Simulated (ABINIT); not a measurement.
# SnO (P1) in ABINIT: effective masses with PBEsol

Aim: the effective masses of SnO with PBEsol.

Everything below comes from runs of ABINIT 10.8.3 (patched build). Logs are shortened: lines on timing, memory, paths and dates and some standing lists are left out, and cuts for length are marked. The log counts tension as positive stress, the text compression.

## (1) The crystal as given

The typed cell holds 4 atoms: a = 3.355 Å, b = 5.674 Å, c = 4.222 Å, α = 90.00°, β = 90.00°, γ = 90.00°.

The cell comes from a database or a generator and needn't be the stable form of this composition.

## (2) Effective masses, PBEsol, spin-orbit coupling, no magnetisation

The input, run.abi:

```
# Datasets
ndtset 3

# Pseudopotentials
pp_dirpath "./"
pseudos "Sn.GGA_PBE-JTH.xml, O.GGA_PBE-JTH.xml"

# Structure
acell 3*1.0 Angstrom
rprim
     3.3550050000     0.0000000000     0.0000000000
     0.0000000000     5.6741040000     0.0000000000
     0.0000000000     0.0000000000     4.2219700000
ntypat 2
znucl 50 8
natom 4
typat 1 1 2 2
chkprim 0
chksymtnons 0
tolsym 1.0e-6
xred
   0.9942260600   0.2556959800   0.5245450100
   0.4503046500   0.7641722500   0.9482459700
   0.9979983900   0.8908422500   0.7512572200
   0.5574709100   0.0892895200   0.2759538100

# Plane-wave basis
ecut 23.0
pawecutdg 45.0
pawxcdev 0
pawovlp 30

# Exchange and correlation
ixc -116133

# Bands and occupations
occopt 1

# Spin
nspinor 2
nspden 1
pawspnorb 1

# SCF cycle
nstep 80
diemac 6.0

# Output
iomode 3
prteig 0
prtebands 0

# Dataset 1: ground state
kptopt1 4
ngkpt1 6 4 4
nshiftk1 1
shiftk1 0.0 0.0 0.0
nband1 40
tolvrs1 1.0e-11
prtden1 1
prtwf1 0

# Datasets 2 and 3: the band edges
kptopt2 0
nkpt2 2
kpt2
  0.0 0.0 0.0
  1/2 0.0 1/2
istwfk2 2*1
nband2 46
getden2 1
kptopt3 0
nkpt3 2
kpt3
  0.0 0.0 0.0
  1/2 0.0 1/2
istwfk3 2*1
nband3 46
getden3 1

# Dataset 2: bands at fixed density
iscf2 -2
nbdbuf2 2
tolwfr2 1.0e-20
nstep2 200

# Dataset 3: effective masses
iscf3 -3
getwfk3 2
rfelfd3 2
rfdir3 1 1 1
nqpt3 1
qpt3 0.0 0.0 0.0
tolwfr3 1.0e-20
nbdbuf3 2
nstep3 200
efmas3 1
efmas_bands3 39 40 41 42
efmas_calc_dirs3 1
efmas_n_dirs3 5
efmas_dirs3
  1 0 0
  0 1 0
  0 0 1
  1 1 0
  1 1 1
efmas_ntheta3 60
prtwf3 0
prtden3 0
prtpot3 0
```

Potentials or basis: JTH PAW PBE v2.0.

On the command line:

```console
> abinit run.abi > log 2>&1
```

run.abo:

```text
.Version 10.8.3 of ABINIT
 DATASET    1 : space group P1 (#  1); Bravais aP (primitive triclinic)
================================================================================
 Values of the parameters that define the memory need for DATASET  1.
     intxc =       0    ionmov =       0      iscf =      17    lmnmax =      18
     lnmax =       6     mgfft =      48  mpssoang =       3    mqgrid =    3238
     natom =       4  nloc_mem =       2    nspden =       1   nspinor =       2
    nsppol =       1      nsym =       1    n1xccc =       1    ntypat =       2
    occopt =       1   xclevel =       2
       mpw =        2880          nfft =       51840          nkpt =          96
 PAW method is used; the additional fine FFT grid is defined by:
   mgfftf=        72    nfftf =    144000
================================================================================
================================================================================

 DATASET    2 : space group P1 (#  1); Bravais aP (primitive triclinic)
================================================================================
 Values of the parameters that define the memory need for DATASET  2.
     intxc =       0    ionmov =       0      iscf =      -2    lmnmax =      18
     lnmax =       6     mgfft =      48  mpssoang =       3    mqgrid =    3238
     natom =       4  nloc_mem =       2    nspden =       1   nspinor =       2
    nsppol =       1      nsym =       1    n1xccc =       1    ntypat =       2
    occopt =       1   xclevel =       2
       mpw =        2848          nfft =       51840          nkpt =           2
 PAW method is used; the additional fine FFT grid is defined by:
   mgfftf=        72    nfftf =    144000
================================================================================
================================================================================

 DATASET    3 : space group P1 (#  1); Bravais aP (primitive triclinic)
================================================================================
 Values of the parameters that define the memory need for DATASET  3 (RF).
     intxc =       0      iscf =      -3    lmnmax =      18     lnmax =       6
     mgfft =      48  mpssoang =       3    mqgrid =    3001     natom =       4
  nloc_mem =       2    nspden =       1   nspinor =       2    nsppol =       1
      nsym =       1    n1xccc =       1    ntypat =       2    occopt =       1
   xclevel =       2
      nfft =       51840          nkpt =           2
================================================================================
================================================================================

--------------------------------------------------------------------------------
------------- Echo of variables that govern the present computation ------------
--------------------------------------------------------------------------------
 -outvars: echo values of preprocessed input variables --------
            acell      1.8897261259E+00  1.8897261259E+00  1.8897261259E+00 Bohr
              amu      1.18710000E+02  1.59994000E+01
[... 759 lines left out ...]
    are not band extrema, but saddle points;
    the transport equivalent formalism breaks down in these conditions.
    The associated tensor(s) will therefore not be printed.
...

 K-point ( 0.500, 0.000, 0.500) | band =    41
 Transport equivalent effective mass tensor:
     *** SADDLE POINT: TRANSPORT EQV. EFF. MASS NOT DEFINED (see WARNING above) ***
 Angular average effective mass 1/(<1/m>)=   0.3520289297
 Angular average effective mass for Frohlich model (<m**0.5>)**2=   0.7345262697
 Effective masses along directions: (cart. coord. / red. coord. -> eff. mass)
    1:   1.000000  0.000000  0.000000 /   1.000000  0.000000  0.000000 ->   0.2481779505
    2:   0.000000  1.000000  0.000000 /   0.000000  1.000000  0.000000 ->   0.5885887692
    3:   0.000000  0.000000  1.000000 /   0.000000  0.000000  1.000000 ->   0.3579534580
    4:   0.707107  0.707107  0.000000 /   0.508968  0.860785  0.000000 ->   0.2819594886
    5:   0.577350  0.577350  0.577350 /   0.428594  0.724853  0.539347 ->   0.1801890752

 K-point ( 0.500, 0.000, 0.500) | band =    42
 Transport equivalent effective mass tensor:
     *** SADDLE POINT: TRANSPORT EQV. EFF. MASS NOT DEFINED (see WARNING above) ***
 Angular average effective mass 1/(<1/m>)=   0.3520110321
 Angular average effective mass for Frohlich model (<m**0.5>)**2=   0.7104866739
 Effective masses along directions: (cart. coord. / red. coord. -> eff. mass)
    1:   1.000000  0.000000  0.000000 /   1.000000  0.000000  0.000000 ->   0.2481752242
    2:   0.000000  1.000000  0.000000 /   0.000000  1.000000  0.000000 ->   0.5884816968
    3:   0.000000  0.000000  1.000000 /   0.000000  0.000000  1.000000 ->   0.3579376592
    4:   0.707107  0.707107  0.000000 /   0.508968  0.860785  0.000000 ->   0.2819529728
    5:   0.577350  0.577350  0.577350 /   0.428594  0.724853  0.539347 ->   0.1801888636

 Angular average effective mass for Frohlich model, averaged over degenerate bands.
 Value of     (<<m**0.5>>)**2 =     7.224565E-01
 Absolute Value of <<m**0.5>> =     8.499744E-01

 END OF EFFECTIVE MASSES SECTION

================================================================================

 ---- first-order wavefunction calculations are completed ----

 respfn : d/dk was computed, but no 2DTE, so no DDB output.

== END DATASET(S) ==============================================================
================================================================================

 -outvars: echo values of variables after computation  --------
            acell      1.8897261259E+00  1.8897261259E+00  1.8897261259E+00 Bohr
           etotal1    -1.7161413146E+02
           etotal3    -3.5174423540E+01
            fcart1     1.2595158653E-02 -2.6767527928E-02 -9.5719217902E-03
                       5.5123602961E-02 -2.0141796077E-02  5.0832505137E-02
                      -4.2212658569E-02  4.3505060995E-02 -3.3958122021E-02
                      -2.5506103045E-02  3.4042630101E-03 -7.3024613262E-03
            rprim      3.3550050000E+00  0.0000000000E+00  0.0000000000E+00
                       0.0000000000E+00  5.6741040000E+00  0.0000000000E+00
                       0.0000000000E+00  0.0000000000E+00  4.2219700000E+00
           strten1    -1.5532113573E-04  1.3500419565E-04  7.4860893818E-06
                       1.7812802657E-04 -1.8704163217E-04  1.3521254563E-04
           xangst      3.3356334024E+00  1.4508455829E+00  2.2146132959E+00
                       1.5107743523E+00  4.3359928204E+00  4.0034660380E+00
                       3.3482895884E+00  5.0547315741E+00  3.1717854451E+00
                       1.8703176904E+00  5.0663802259E-01  1.1650687072E+00
             xred      9.9422606000E-01  2.5569598000E-01  5.2454501000E-01
                       4.5030465000E-01  7.6417225000E-01  9.4824597000E-01
                       9.9799839000E-01  8.9084225000E-01  7.5125722000E-01
                       5.5747091000E-01  8.9289520000E-02  2.7595381000E-01
 Calculation completed.
```

Wall time 24 min (1 thread of Arm Neoverse V2, shared host); peak memory 0.97 GiB.

Results:

```
Free energy   : -4669.8584 eV
Pressure      : 0.1 GPa
Largest force : 3.993 eV/Å
```

Forces in eV/Å, atoms in the order of the input:
```
Sn   0.648 -1.376 -0.492
Sn   2.835 -1.036  2.614
O   -2.171  2.237 -1.746
O   -1.312  0.175 -0.376
```

Stress tensor (GPa, compression positive):
```
 4.57 -3.98  5.50
-3.98 -3.97 -5.24
 5.50 -5.24 -0.22
```

Effective masses (electron masses):
| k point | band | state | eigenvalues of the tensor | along 100, 010, 001, 110, 111 |
| --- | --- | --- | --- | --- |
| (0.00, 0.00, 0.00) | 39 | filled | -12.647, -0.415, -0.288 | -11.108, -0.314, -0.373, -0.560, -0.405 |
| (0.00, 0.00, 0.00) | 40 | filled | -12.647, -0.415, -0.288 | -11.108, -0.314, -0.373, -0.560, -0.405 |
| (0.50, 0.00, 0.50) | 41 | empty | - | 0.248, 0.589, 0.358, 0.282, 0.180 |
| (0.50, 0.00, 0.50) | 42 | empty | - | 0.248, 0.589, 0.358, 0.282, 0.180 |

Caveat: the k mesh is coarse (spacing up to 0.37 Å⁻¹), so the values aren't converged; the PAW data sets were made with another functional, which shifts forces and pressure a little; the atomic spheres overlap.
